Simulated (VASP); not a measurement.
Wanted: the native input for a VASP 6.6.1 run.

* Task: single point
* Functional: r2SCAN
* Potentials or basis: VASP PAW PBE potentials, release 64 (Ti_sv)
* Cutoff: 520 eV
* k mesh: 8 × 8 × 8
* Occupations: gaussian, width 0.1 eV
* Spin: no spin polarisation
* Dipole correction: no
* Further INCAR settings: ALGO = Normal; EDIFF = 1e-06; NBANDS = 12

Ti:

```
Ti
1.0
    -1.64100    1.64100    1.64100
     1.64100   -1.64100    1.64100
     1.64100    1.64100   -1.64100
Ti
1
Cartesian
  0.0000 0.0000 0.0000
```

This isn't the form of Ti at room conditions, which is hcp.

These files were run (other wordings do the same):

POSCAR

```
Ti
1.0
   -1.6410000000      1.6410000000      1.6410000000
    1.6410000000     -1.6410000000      1.6410000000
    1.6410000000      1.6410000000     -1.6410000000
Ti
1
Direct
    0.0000000000      0.0000000000      0.0000000000
```

INCAR.step1

```
ALGO = Normal
EDIFF = 1E-4
ENCUT = 520
GGA = PE
ISMEAR = 0
LASPH = True
LCHARG = False
LREAL = False
LWAVE = True
NBANDS = 12
NELM = 80
PREC = Accurate
SIGMA = 0.1
```

INCAR.step2

```
ALGO = Normal
EDIFF = 1E-6
ENCUT = 520
ISIF = 2
ISMEAR = 0
ISTART = 1
LASPH = True
LCHARG = False
LMIXTAU = True
LREAL = False
LWAVE = False
METAGGA = R2SCAN
NBANDS = 12
NELM = 80
PREC = Accurate
SIGMA = 0.1
```

KPOINTS

```
k-points
0
Gamma
  8 8 8
```

Potentials or basis: VASP PAW PBE potentials, release 64 (Ti_sv).

Command:

```sh
$ cat potpaw_PBE.64/Ti_sv/POTCAR > POTCAR
$ cp INCAR.step1 INCAR
$ mpirun -np 1 vasp_std > vasp.out
$ cp INCAR.step2 INCAR
$ mpirun -np 1 vasp_std > vasp.out
```

It gave:

```yaml
Pressure: -3.0 GPa
Band_gap_on_the_k_mesh: none (metal or under the smearing width)
```

Caveat: the PAW data sets were made with another functional, which shifts forces and pressure a little.

Run time: 17 s on 1 thread of Intel(R) Xeon(R) 6975P-C (Granite Rapids), on a shared host, peak memory 0.13 GiB.
